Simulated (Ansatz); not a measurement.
Input of an Ansatz 0.2.0 run:

The input input.yaml:

```yaml
crystal:
  lattice:
    - [2.94277066, 0.0, 0.0]
    - [0.0, 3.28032554, 0.0]
    - [0.0, 0.0, 4.67744676]
  atoms:
    - { symbol: Ni, position: [0.5, 0.5, 0.34249559], spin: 1.25 }
    - { symbol: Ni, position: [0.0, 0.0, 0.65750441], spin: 1.25 }
    - { symbol: Si, position: [0.5, 0.5, 0.84314316] }
    - { symbol: Si, position: [0.0, 0.0, 0.15685684] }
hamiltonian:
  xc: pbe
  pseudopotentials: { kind: paw }
magnetization:
  spin_polarized: true
  initial_magnetization: 2.5
  spin_locking: { lock_magnetization: hard }
kpoints:
  mp_grid: { grid: [8, 7, 5] }
scf:
  occupations: { method: fermi_dirac, width: 0.05 }
  lower_state_search: "off"
output:
  forces: true
  stress: true
  eigenvalues: true
```

Potentials or basis: Ansatz PAW.

Command:

```bash
$ ansatz run input.yaml --threads 2 --pin off --max-ram 5632MiB --backend cpu --events-out ev --progress --plain --runs-dir out
```

Task: What does it give for the pressure?

Result: 18.0 GPa.

Task: Predict the largest force.

Result: 0.685 eV/Å.

Stress tensor (GPa, compression positive):
```
14.21  0.00  0.00
 0.00 19.61  0.00
 0.00  0.00 20.25
```

Caveat: the total moment is fixed, so each spin has its own Fermi level; the thresholds are loose for stress.
